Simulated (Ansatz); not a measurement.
The system is NiO.

```
CELL_PARAMETERS angstrom
0.00000 2.09131 2.09131
2.09131 0.00000 2.09131
2.09131 2.09131 0.00000
ATOMIC_POSITIONS crystal
Ni 0.00000 0.00000 0.00000
O 0.50000 0.50000 0.50000
```

Base run:

```yaml
Program: Ansatz 0.2.0
Functional: PBE
Potentials_or_basis: Ansatz PAW
Cutoff: "420 eV (not typed: the program's choice for these potentials)"
k_mesh: 11 × 11 × 11
Occupations: fermi-dirac, width 0.05 eV
Spin: no spin polarisation
```

Its results: band gap on the k mesh none (metal or under the smearing width); pressure -3.1 GPa.

Q: The run is repeated on the same cell with these changes: spin from no spin polarisation to collinear spin, ferromagnetic start. What comes out?

A: Band gap on the k mesh none (metal or under the smearing width); pressure 4.3 GPa; net moment 1.75 μB per cell; site moments Ni +1.42; O +0.28 μB.

Caveats: semilocal functionals often make such compounds metallic where correlation or magnetic order opens a gap, which also shifts bond lengths; a cell with one magnetic atom can't hold antiferromagnetic order, which such compounds often take (some runs).
